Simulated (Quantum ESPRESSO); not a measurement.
Runs of Quantum ESPRESSO 7.5 on FeO. Symmetry: R-3m, No. 166, trigonal system. The conventional cell has a = 3.035 Å, b = 3.035 Å, c = 7.547 Å, α = 90.00°, β = 90.00°, γ = 120.00°. Fe (site symmetry -3m) has 6 O at 2.16 Å as nearest neighbours. O (site symmetry -3m) has 6 Fe at 2.16 Å as nearest neighbours. 

```csv
level,form of the LDA correlation,gap on the mesh (eV),pressure (GPa),moment (μB)
PBE+U,-,none,(b),4.00
LDA+U,PZ81,none,-13.7,4.00
PBEsol+U,-,none,-7.2,4.00
RPBE+U,-,none,6.1,4.00
revPBE+U,-,none,(a),4.00
PW91+U,-,none,0.3,4.00
```

Alike in all rows: task single point; potentials or basis PseudoDojo 0.4.1 SR PBEsol standard; spin collinear, ferromagnetic start; Fe d U = 3 eV; cell as given; k mesh 8 × 8 × 8; cutoff (eV) 1225; smearing gaussian 0.05 eV.

Estimate the missing entries.

(a) 4.7; (b) 0.8.

Caveats: a cell with one magnetic atom can't hold antiferromagnetic order, which such compounds often take; the potentials were made for another functional, which shifts forces and pressure (some runs).

A gap of «none» marks a metal or a gap under the smearing width.
